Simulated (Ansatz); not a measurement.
# Electron scattering at the Σ3 (112) boundary in fcc Pt with Al (substitutional)

How much does the Σ3 (112) boundary in fcc Pt with Al (substitutional) reflect electrons?

Calculated with Ansatz 0.2.0; Ansatz plane-wave DFT, PBE, PAW files; relaxation of a bicrystal slab with its lowest layers held; PAW set soft_1, in the first sound run; inputs show where later runs differ.

**1. Starting point**

The cell holds 23 atoms: 22 Pt and 1 Al. Its edges and angles: a = 2.773 Å, b = 6.793 Å, c = 29.412 Å, α = 90.0°, β = 90.0°, γ = 90.0°. It derives from Pt. built on the (1 1 2) plane; 2 overlapping atoms removed and the grains opened by 0 Å. Vacuum lies along c.

**2. Relaxing the bicrystal**

The boundary is built by mirroring the lower grain in the boundary plane and removing any atoms that overlap; then the Al is put in at the boundary. A thin bicrystal slab is relaxed first, with the lowest layers held and the upper grain free to shift and open.

The input, input.yaml:

```yaml
crystal:
  lattice:
    - [2.7731313745, 0.0, 0.0]
    - [0.0, 6.7927568571, 0.0]
    - [0.0, 0.0, 29.4122836744]
  atoms:
    - { symbol: Pt, position: [2.0e-10, 0.3333333333, 0.1699970004] }
    - { symbol: Pt, position: [0.5000000002, 0.0, 0.1972146786] }
    - { symbol: Pt, position: [1.0e-10, 0.6666666667, 0.2244323569] }
    - { symbol: Pt, position: [0.5000000001, 0.3333333333, 0.2516500351] }
    - { symbol: Pt, position: [1.0e-10, 0.0, 0.2788677133] }
    - { symbol: Pt, position: [0.5000000001, 0.6666666667, 0.3060853915] }
    - { symbol: Pt, position: [1.0e-10, 0.3333333333, 0.3333030697] }
    - { symbol: Pt, position: [0.5000000001, 0.0, 0.360520748] }
    - { symbol: Pt, position: [0.0, 0.6666666667, 0.3877384262] }
    - { symbol: Pt, position: [0.5, 0.3333333333, 0.4149561044] }
    - { symbol: Al, position: [0.0, 0.0, 0.4421737826] }
    - { symbol: Pt, position: [0.0, 0.6666666667, 0.4966091391] }
    - { symbol: Pt, position: [0.5000000001, 0.0, 0.5238268173] }
    - { symbol: Pt, position: [1.0e-10, 0.3333333333, 0.5510444955] }
    - { symbol: Pt, position: [0.5000000001, 0.6666666667, 0.5782621737] }
    - { symbol: Pt, position: [1.0e-10, 0.0, 0.605479852] }
    - { symbol: Pt, position: [0.5000000001, 0.3333333333, 0.6326975302] }
    - { symbol: Pt, position: [1.0e-10, 0.6666666667, 0.6599152084] }
    - { symbol: Pt, position: [0.5000000002, 0.0, 0.6871328866] }
    - { symbol: Pt, position: [2.0e-10, 0.3333333333, 0.7143505648] }
    - { symbol: Pt, position: [0.5000000002, 0.6666666667, 0.7415682431] }
    - { symbol: Pt, position: [2.0e-10, 0.0, 0.7687859213] }
    - { symbol: Pt, position: [0.5000000002, 0.3333333333, 0.7960035995] }
kpoints:
  mp_grid: { grid: [8, 4, 1] }
hamiltonian:
  xc: pbe
  pseudopotentials: { kind: paw, azcp: { folder: soft_1 } }
scf:
  occupations: { method: fermi_dirac, width: 0.1 }
relax:
  f_tol: 0.03
  max_steps: 80
  constraints: [{ sites: [0, 1, 2, 3] }]
```

Run with:

```
$ ansatz run input.yaml --threads 4 --pin off --max-ram 15360MiB --backend cpu --events-out ev --progress --plain --runs-dir out
```

Numbers of over 12 decimals in the logs are rounded to 6 here.

Output:

```text
Engine: ansatz 0.2.0, aarch64-unknown-linux-gnu
Pseudopotentials: kind: paw
Pseudopotential: Pt, paw, valence charge 18, recommended cutoff 420 eV (normal), soft_1/Pt.paw.azcp
Pseudopotential: Al, paw, valence charge 3, recommended cutoff 420 eV (normal), soft_1/Al.paw.azcp
Functional definition: PBE
  parameter kappa = 0.804
  parameter beta = 0.066725
  exchange = pbe_x(kappa = kappa, mu = beta*pi^2/3)
  correlation = pbe_c(beta = beta)
Crystal: 23 atoms, lattice volume = 554.045 Å³
Basis set: ecut = 420 eV, 10909 PW (Γ), exchange–correlation on 40×96×400 points (8 copies of the dense FFT grid, shifted against one another)
Bands: 240, of which v1, the nominal top of the filled ones, is band 200 counted from 1 (199 counted from 0)
Symmetry: 2 space group operations
Space group: Pm (ITA 6), of the structure as read, at distance tolerance 8.2e-5 Å
k-points: 15 of 32 (time reversal used)
Non-local potential: Pt, projectors of the file, l = 0: 3, l = 1: 2, l = 2: 2, l = 3: 1
Non-local potential: Al, projectors of the file, l = 0: 2, l = 1: 2, l = 2: 1
PAW form: soft (Blöchl's): semilocal exchange-correlation on the pseudo side does not see the compensation charge
PAW one-centre angular grid: Pt, 590 points (default); XC on 64 Gauss nodes
PAW one-centre angular grid: Al, 110 points (default); XC on 64 Gauss nodes
Initial density: superposition of atomic densities (neutral atoms: chi_scale 0, normalization atom)
Initial wavefunctions: pseudopotential atomic-orbital guess
Functional: x = pbe(κ = 0.804, μ = 0.219515), c = pbe(β = 0.066725)
SCF iter   1: F=—  HF=-276085.810301 eV  |F-HF|=—  |Δ(HF+E_count)|=         —  Δρ=7.14e-2  dr2=4.66e1  ethr=3.10e-3  ⟨swp⟩=6.1  Hψ=13322  notcnv=0  defer=102
preconditioner: auto → LDOS  [metal: Δε(μ)=0.012 eV  Ē_g=7.423 eV  σ=0.100 eV  W_gap=0.03  n_scr=154 (ndim 8)  ℏωp=23.6 eV  f_vac=0.311  D(μ)=34.59/eV (n_scr^D=370)  β→1.0]
SCF iter   2: F=—  HF=-276083.522710 eV  |F-HF|=—  |Δ(HF+E_count)|=    2.29e0  Δρ=5.71e-2  dr2=2.10e1  ethr=3.10e-3  ⟨swp⟩=3.0  Hψ=8895  notcnv=0  defer=265
SCF iter   3: F=—  HF=-276077.958772 eV  |F-HF|=—  |Δ(HF+E_count)|=    5.56e0  Δρ=1.11e-2  dr2=1.82e0  ethr=3.10e-3  ⟨swp⟩=2.0  Hψ=6830  notcnv=0  defer=311
SCF iter   4: F=—  HF=-276077.772271 eV  |F-HF|=—  |Δ(HF+E_count)|=   1.87e-1  Δρ=3.52e-3  dr2=3.50e-1  ethr=4.57e-4  ⟨swp⟩=2.5  Hψ=5788  notcnv=0  defer=295
SCF iter   5: F=—  HF=-276077.736780 eV  |F-HF|=—  |Δ(HF+E_count)|=   3.55e-2  Δρ=1.62e-3  dr2=4.20e-2  ethr=8.77e-5  ⟨swp⟩=2.0  Hψ=4970  notcnv=0  defer=295
SCF iter   6: F=—  HF=-276077.733762 eV  |F-HF|=—  |Δ(HF+E_count)|=   3.02e-3  Δρ=5.94e-4  dr2=4.80e-3  ethr=1.05e-5  ⟨swp⟩=2.0  Hψ=5014  notcnv=0  defer=295
SCF iter   7: F=—  HF=-276077.731965 eV  |F-HF|=—  |Δ(HF+E_count)|=   1.80e-3  Δρ=2.72e-4  dr2=1.01e-3  ethr=1.20e-6  ⟨swp⟩=2.0  Hψ=5032  notcnv=0  defer=295
SCF iter   8: F=—  HF=-276077.731972 eV  |F-HF|=—  |Δ(HF+E_count)|=   6.90e-6  Δρ=1.17e-4  dr2=1.96e-4  ethr=2.52e-7  ⟨swp⟩=2.1  Hψ=5035  notcnv=0  defer=295
SCF iter   9: F=—  HF=-276077.731955 eV  |F-HF|=—  |Δ(HF+E_count)|=   1.64e-5  Δρ=5.03e-5  dr2=3.43e-5  ethr=4.90e-8  ⟨swp⟩=2.1  Hψ=4660  notcnv=0  defer=295
SCF iter  10: F=-276077.731949 eV  HF=-276077.731954 eV  |F-HF|=5.68e-6  |Δ(HF+E_count)|=   1.14e-6  Δρ=2.21e-5  dr2=6.98e-6  ethr=5.64e-9  ⟨swp⟩=4.0  Hψ=10407  notcnv=0
SCF 1 converged in 10 iterations: F = -276077.731949 eV  dr2 = 6.98e-6
  greatest PAW one-centre occupation: 1.000 electrons in one spin orbital (limit 2), on the Pt atom at site 14 (counted from 0), in its partial waves of l = 0
relax step   1: F+E_penalty+E_count = -276077.73194859 eV  Δ(F+E_penalty+E_count) = +0.000e0 eV  max|allowed force component| = 1.671e0 eV/Å  Δτ_max = 0.0000 Å  (10 SCF iters, dr2 threshold 2.25e-5 eV, accepted)
Initial density: handed on by an earlier stage of this run
Initial wavefunctions: those handed on with the density
iter 1 solved again at ethr=3.21e-4 eV; its pass at ethr=3.10e-3 eV (dr2=1.28e0 eV) is discarded
SCF iter   1: F=—  HF=-276078.888054 eV  |F-HF|=—  |Δ(HF+E_count)|=         —  Δρ=1.15e-2  dr2=1.52e0  ethr=3.21e-4  ⟨swp⟩=1.7  Hψ=12038  notcnv=0  defer=298
eigensolver tolerance schedule calibrated: the retry pair's looser diagonalisation under-reported the residual by θ = 0.16 (0.16/decade); ethr = c·dr2/N_el runs at the constant in force after the calibration composes with the one it found (an armed cap, an earlier calibration), c = 3.9e-2
preconditioner: auto → LDOS  [metal: Δε(μ)=0.009 eV  Ē_g=7.519 eV  σ=0.100 eV  W_gap=0.02  n_scr=154 (ndim 8)  ℏωp=23.6 eV  f_vac=0.309  D(μ)=37.21/eV (n_scr^D=396)  β→1.0]
SCF iter   2: F=—  HF=-276078.833930 eV  |F-HF|=—  |Δ(HF+E_count)|=   5.41e-2  Δρ=4.11e-3  dr2=1.51e-1  ethr=1.49e-4  ⟨swp⟩=2.7  Hψ=6905  notcnv=0  defer=298
SCF iter   3: F=—  HF=-276078.799635 eV  |F-HF|=—  |Δ(HF+E_count)|=   3.43e-2  Δρ=1.94e-3  dr2=6.84e-2  ethr=1.49e-5  ⟨swp⟩=2.7  Hψ=7443  notcnv=0  defer=303
SCF iter   4: F=—  HF=-276078.788916 eV  |F-HF|=—  |Δ(HF+E_count)|=   1.07e-2  Δρ=7.40e-4  dr2=8.67e-3  ethr=6.72e-6  ⟨swp⟩=2.3  Hψ=5555  notcnv=0  defer=303
SCF iter   5: F=—  HF=-276078.787903 eV  |F-HF|=—  |Δ(HF+E_count)|=   1.01e-3  Δρ=2.34e-4  dr2=1.25e-3  ethr=8.53e-7  ⟨swp⟩=2.0  Hψ=5228  notcnv=0  defer=303
SCF iter   6: F=—  HF=-276078.787806 eV  |F-HF|=—  |Δ(HF+E_count)|=   9.73e-5  Δρ=8.31e-5  dr2=1.34e-4  ethr=1.23e-7  ⟨swp⟩=2.2  Hψ=5696  notcnv=0  defer=303
SCF iter   7: F=-276078.787782 eV  HF=-276078.787797 eV  |F-HF|=1.48e-5  |Δ(HF+E_count)|=   8.76e-6  Δρ=3.48e-5  dr2=1.69e-5  ethr=9.83e-9  ⟨swp⟩=2.5  Hψ=12282  notcnv=0
SCF 2 converged in 7 iterations: F = -276078.787782 eV  dr2 = 1.69e-5
  greatest PAW one-centre occupation: 1.000 electrons in one spin orbital (limit 2), on the Pt atom at site 19 (counted from 0), in its partial waves of l = 0
relax step   2: F+E_penalty+E_count = -276078.78778224 eV  Δ(F+E_penalty+E_count) = -1.056e0 eV  max|allowed force component| = 6.569e-1 eV/Å  Δτ_max = 0.1990 Å  (7 SCF iters, dr2 threshold 1.00e-4 eV, accepted)
iter 1 solved again at ethr=7.19e-4 eV; its pass at ethr=3.10e-3 eV (dr2=2.87e0 eV) is discarded
SCF iter   1: F=—  HF=-276079.309365 eV  |F-HF|=—  |Δ(HF+E_count)|=         —  Δρ=1.53e-2  dr2=2.84e0  ethr=7.19e-4  ⟨swp⟩=1.1  Hψ=13063  notcnv=0  defer=303
preconditioner: auto → LDOS  [metal: Δε(μ)=0.008 eV  Ē_g=7.511 eV  σ=0.100 eV  W_gap=0.02  n_scr=154 (ndim 8)  ℏωp=23.6 eV  f_vac=0.311  D(μ)=36.13/eV (n_scr^D=396)  β→1.0]
SCF iter   2: F=—  HF=-276079.217970 eV  |F-HF|=—  |Δ(HF+E_count)|=   9.14e-2  Δρ=5.89e-3  dr2=2.92e-1  ethr=7.12e-4  ⟨swp⟩=2.0  Hψ=5266  notcnv=0  defer=303
[...]
SCF iter   6: F=—  HF=-276079.128797 eV  |F-HF|=—  |Δ(HF+E_count)|=   1.81e-4  Δρ=1.33e-4  dr2=4.85e-4  ethr=6.92e-7  ⟨swp⟩=2.1  Hψ=4922  notcnv=0  defer=307
SCF iter   7: F=—  HF=-276079.128772 eV  |F-HF|=—  |Δ(HF+E_count)|=   2.42e-5  Δρ=5.17e-5  dr2=3.63e-5  ethr=1.21e-7  ⟨swp⟩=2.0  Hψ=4667  notcnv=0  defer=307
SCF iter   8: F=-276079.128764 eV  HF=-276079.128771 eV  |F-HF|=7.03e-6  |Δ(HF+E_count)|=   1.50e-6  Δρ=2.13e-5  dr2=7.88e-6  ethr=6.76e-9  ⟨swp⟩=4.0  Hψ=10014  notcnv=0
SCF 3 converged in 8 iterations: F = -276079.128764 eV  dr2 = 7.88e-6
  greatest PAW one-centre occupation: 1.000 electrons in one spin orbital (limit 2), on the Pt atom at site 8 (counted from 0), in its partial waves of l = 0
relax step   3: F+E_penalty+E_count = -276079.12876391 eV  Δ(F+E_penalty+E_count) = -3.410e-1 eV  max|allowed force component| = 1.230e0 eV/Å  Δτ_max = 0.1944 Å  (8 SCF iters, dr2 threshold 2.70e-5 eV, accepted)
[... from here on, the SCF cycles and remarks between the steps are left out ...]
relax step   4: F+E_penalty+E_count = -276079.30565952 eV  Δ(F+E_penalty+E_count) = -1.769e-1 eV  max|allowed force component| = 6.009e-1 eV/Å  Δτ_max = 0.2000 Å  (7 SCF iters, dr2 threshold 1.00e-4 eV, accepted)
relax step   5: F+E_penalty+E_count = -276079.37900169 eV  Δ(F+E_penalty+E_count) = -7.334e-2 eV  max|allowed force component| = 1.338e-1 eV/Å  Δτ_max = 0.1911 Å  (7 SCF iters, dr2 threshold 8.62e-5 eV, accepted)
relax step   6: F+E_penalty+E_count = -276079.39084126 eV  Δ(F+E_penalty+E_count) = -1.184e-2 eV  max|allowed force component| = 9.143e-2 eV/Å  Δτ_max = 0.1797 Å  (9 SCF iters, dr2 threshold 1.12e-6 eV, accepted)
relax step   7: F+E_penalty+E_count = -276079.40041029 eV  Δ(F+E_penalty+E_count) = -9.569e-3 eV  max|allowed force component| = 2.703e-2 eV/Å  Δτ_max = 0.0840 Å  (9 SCF iters, accepted)
relax step   8: F+E_penalty+E_count = -276079.40560050 eV  Δ(F+E_penalty+E_count) = -5.190e-3 eV  max|allowed force component| = 7.789e-2 eV/Å  Δτ_max = 0.0867 Å  (10 SCF iters, accepted)
relax step   9: F+E_penalty+E_count = -276079.41307151 eV  Δ(F+E_penalty+E_count) = -7.471e-3 eV  max|allowed force component| = 1.597e-1 eV/Å  Δτ_max = 0.1904 Å  (11 SCF iters, accepted)
relax step  10: F+E_penalty+E_count = -276079.41853513 eV  Δ(F+E_penalty+E_count) = -5.464e-3 eV  max|allowed force component| = 9.226e-2 eV/Å  Δτ_max = 0.0859 Å  (7 SCF iters, dr2 threshold 2.55e-5 eV, accepted)
relax step  11: F+E_penalty+E_count = -276079.42195666 eV  Δ(F+E_penalty+E_count) = -3.422e-3 eV  max|allowed force component| = 2.520e-2 eV/Å  Δτ_max = 0.0707 Å  (8 SCF iters, dr2 threshold 2.84e-6 eV, accepted)
iter 1 solved again at ethr=1.82e-10 eV; its pass at ethr=3.10e-3 eV (dr2=7.25e-7 eV) is discarded
SCF iter   1: F=—  HF=-276079.421945 eV  |F-HF|=—  |Δ(HF+E_count)|=         —  Δρ=6.62e-6  dr2=7.23e-7  ethr=1.82e-10  ⟨swp⟩=1.5  Hψ=8426  notcnv=0  defer=290
preconditioner: auto → LDOS  [metal: Δε(μ)=0.005 eV  Ē_g=7.614 eV  σ=0.100 eV  W_gap=0.01  n_scr=154 (ndim 8)  ℏωp=23.6 eV  f_vac=0.319  D(μ)=36.30/eV (n_scr^D=396)  β→1.0]
SCF iter   2: F=—  HF=-276079.421957 eV  |F-HF|=—  |Δ(HF+E_count)|=   1.28e-5  Δρ=4.96e-6  dr2=3.88e-7  ethr=1.81e-10  ⟨swp⟩=2.1  Hψ=5068  notcnv=0  defer=290
SCF iter   3: F=—  HF=-276079.421957 eV  |F-HF|=—  |Δ(HF+E_count)|=   5.73e-8  Δρ=3.00e-6  dr2=1.32e-7  ethr=9.74e-11  ⟨swp⟩=2.0  Hψ=5110  notcnv=0  defer=290
SCF iter   4: F=-276079.421957 eV  HF=-276079.421957 eV  |F-HF|=2.56e-8  |Δ(HF+E_count)|=   1.21e-8  Δρ=1.36e-6  dr2=2.69e-8  ethr=2.51e-11  ⟨swp⟩=4.4  Hψ=10012  notcnv=0
SCF 12 converged in 4 iterations: F = -276079.421957 eV  dr2 = 2.69e-8
relax step  12: F+E_penalty+E_count = -276079.42195720 eV  Δ(F+E_penalty+E_count) = -5.490e-7 eV  max|allowed force component| = 2.522e-2 eV/Å  Δτ_max = 0.0000 Å  (4 SCF iters, accepted)
SCF converged after 4 iterations
Free energy (F): -276079.421957 eV
Harris-Foulkes:  -276079.421957 eV  (|F-HF|=2.56e-8)
Internal energy: -276078.260215 eV  (E = F + TS)
E sigma→0 (E₀):  -276078.841086 eV
Entropy (-TS):   -1.161743 eV (-50.511 meV/atom)
Fermi energy:    12.075676 eV
--- Per-component energies (eV) ---
  E_band       = -7159.718028
  E_kinetic    = 13139.924306
  E_local      = -464372.749745  (includes V_loc(G=0)·N_el)
  E_nonlocal   = 4493.145369
  E_hartree    = 226277.233153
  E_xc         = -5139.176346
  E_vxc        = -5985.850795  (∫ρ·V_xc dr)
  E_paw        = -209113.438330  (= ΣΔE_a)
  E_vpaw       = -6988.686037  (= ΣTr[D̂ρ^β])
  E_aug_tail   = 0.024814  (compensation charges beyond the density's cutoff)
  E_ewald      = 158636.776564
  E_smearing   = -1.161743  (= −TS)
  E_closure    = 0.000000  (closes the sum)
  Σ components = -276079.421957   (vs F -276079.421957, Δ=0.00e0)
--- Forces (eV/Å), atoms counted from 1 ---
  atom   1  Pt    -0.00000000    -0.20075884     0.49640994
  atom   2  Pt    -0.00000000    -0.20333518    -0.26662504
  atom   3  Pt     0.00000000     0.19048029    -0.58716880
  atom   4  Pt     0.00000000     0.20362049     0.34219906
  atom   5  Pt    -0.00000000    -0.00820545    -0.00781906
  atom   6  Pt    -0.00000000     0.00093476    -0.01388501
  atom   7  Pt    -0.00000000    -0.00298708     0.00915797
  atom   8  Pt     0.00000000     0.02522479     0.01242686
  atom   9  Pt    -0.00000000    -0.00254500     0.02297654
  atom  10  Pt     0.00000000    -0.00435810     0.01636562
  atom  11  Al     0.00000000     0.00426975     0.01422621
  atom  12  Pt     0.00000000    -0.01229191    -0.00853969
  atom  13  Pt     0.00000000    -0.00032280    -0.00619870
  atom  14  Pt    -0.00000000    -0.00418736    -0.01236862
  atom  15  Pt    -0.00000000     0.00548756    -0.00673099
  atom  16  Pt     0.00000000     0.00148167    -0.00851922
  atom  17  Pt    -0.00000000    -0.00410618    -0.00148202
  atom  18  Pt     0.00000000     0.00876496    -0.00028132
  atom  19  Pt    -0.00000000     0.00174519    -0.00420469
  atom  20  Pt    -0.00000000    -0.00342241    -0.00729562
  atom  21  Pt    -0.00000000    -0.00214859     0.00649700
  atom  22  Pt    -0.00000000     0.00117962     0.00606920
  atom  23  Pt     0.00000000     0.00548098     0.00477773
  max |Σ_I F_I| component: 1.26e-5 eV/Å
--- Relaxed structure (12 steps of the walk, 12 accepted, 0 SCFs on fresh bases) ---
  F+E_penalty+E_count = -276079.42195720 eV   max|allowed force component| = 2.522e-2 eV/Å
  atoms:
    - { symbol: Pt, position: [0.0, 0.333333, 0.1699970004] }
    - { symbol: Pt, position: [0.500000, 0.0, 0.197215] }
    - { symbol: Pt, position: [0, 0.666667, 0.2244323569] }
    - { symbol: Pt, position: [0.500000, 0.333333, 0.251650] }
    - { symbol: Pt, position: [-1.8012548007894473e-18, -0.00662353, 0.280476] }
    - { symbol: Pt, position: [0.500000, 0.661800, 0.310355] }
    - { symbol: Pt, position: [-2.211948223354602e-18, 0.325200, 0.335796] }
    - { symbol: Pt, position: [0.500000, -0.00689321, 0.365999] }
    - { symbol: Pt, position: [-5.11829977118005e-19, 0.664785, 0.394969] }
    - { symbol: Pt, position: [0.500000, 0.320996, 0.421679] }
    - { symbol: Al, position: [1.7148822509961287e-18, 0.00630592, 0.441434] }
    - { symbol: Pt, position: [-3.017274612322345e-17, 0.555716, 0.482972] }
    - { symbol: Pt, position: [0.500000, -0.105789, 0.507855] }
    - { symbol: Pt, position: [-3.096876419462111e-17, 0.219456, 0.536130] }
    - { symbol: Pt, position: [0.500000, 0.551637, 0.565404] }
    - { symbol: Pt, position: [-3.082642406084881e-17, -0.113354, 0.594491] }
    - { symbol: Pt, position: [0.500000, 0.218949, 0.621397] }
    - { symbol: Pt, position: [-3.058510426756341e-17, 0.554200, 0.649197] }
    - { symbol: Pt, position: [0.500000, -0.120947, 0.679114] }
    - { symbol: Pt, position: [-3.029482482783155e-17, 0.221934, 0.702979] }
    - { symbol: Pt, position: [0.500000, 0.544566, 0.738971] }
    - { symbol: Pt, position: [-3.61240103474547e-17, -0.132834, 0.762935] }
    - { symbol: Pt, position: [0.500000, 0.195399, 0.782784] }
```

Wall time 12 min (4 threads of Arm Neoverse V1, shared host); peak memory 3.1 GiB.

The steps of the relaxation:

```csv
step,energy less that of the first step (eV),largest force component (eV/Å)
1,0.0000,1.6710
2,-1.0558,0.6569
3,-1.3968,1.2299
4,-1.5737,0.6009
5,-1.6471,0.1338
6,-1.6589,0.0914
7,-1.6685,0.0270
8,-1.6737,0.0779
9,-1.6811,0.1597
10,-1.6866,0.0923
11,-1.6900,0.0252
12,-1.6900,0.0252
```

Forces are held to the 2 operations that the run works with; a distortion that breaks them can't arise in this run.

The atoms that moved most (Å):

```csv
atom,dx,dy,dz,length
Pt23,0.000,-0.937,-0.389,1.014
Pt22,0.000,-0.902,-0.172,0.919
Pt14,0.000,-0.774,-0.439,0.889
Pt15,0.000,-0.781,-0.378,0.868
Pt13,0.000,-0.719,-0.470,0.859
Pt19,0.000,-0.822,-0.236,0.855
Pt12,0.000,-0.754,-0.401,0.854
Pt17,0.000,-0.777,-0.332,0.845
```

Numbers from this step:

```yaml
free_energy: -276079.4220 eV
energy_at_zero_smearing: -276078.8411 eV
fermi_energy: 12.08 eV
```

The largest force component on a free atom ends at 0.025 eV/Å, under the tolerance of 0.03, after 12 steps.

[end of part 1 of 2]

[Logs are printed without paths, hosts, clocks, repeated set-up lines and the standing remarks that a program may print on its own settings, such as how far it seeks lower states.]

[Hosts, paths, dates, database ids (printed as entryN), source tags and the programs' standing remarks are cut or masked in the printed files.]
